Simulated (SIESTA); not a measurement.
# Ir in SIESTA: the effect of strain zz

The system is Ir.

```
Ir
1.0
     0.00000    1.91560    1.83898
     1.91560    0.00000    1.83898
     1.91560    1.91560    0.00000
Ir
1
Direct
  0.00000 0.00000 0.00000
```

The cell isn't the ideal one: cell strained along z.

Alike in all runs:

| Property | Result |
| --- | --- |
| Program | SIESTA 5.4.2 |
| Task | single point |
| Functional | PBE |
| Potentials or basis | PseudoDojo 0.4 standard (PBE files) |
| Basis | DZP (energy shift 0.003 Ry; two zetas on semicore shells) |
| Grid cutoff | 800 Ry |
| Energy shift | 0.003 Ry |
| k mesh | 12 × 12 × 12 |
| Occupations | fermi-dirac, width 0.05 eV |
| Spin | no spin polarisation |

Q: One run gave: pressure 23.4 GPa. Which strain zz did it use?
A. 0.01
B. -0.02
C. 0.04
D. 0
E. 0.02

A: B.

```csv
strain zz,pressure (GPa)
-0.04,34.2
-0.02,23.4
-0.01,18.7
0,14.3
0.01,10.3
0.02,6.6
0.04,-0.3
```

Caveats: short orbitals over semicore shells can move pressures by several GPa; the basis of atomic orbitals isn't converged, which shifts pressures, moduli and gaps.
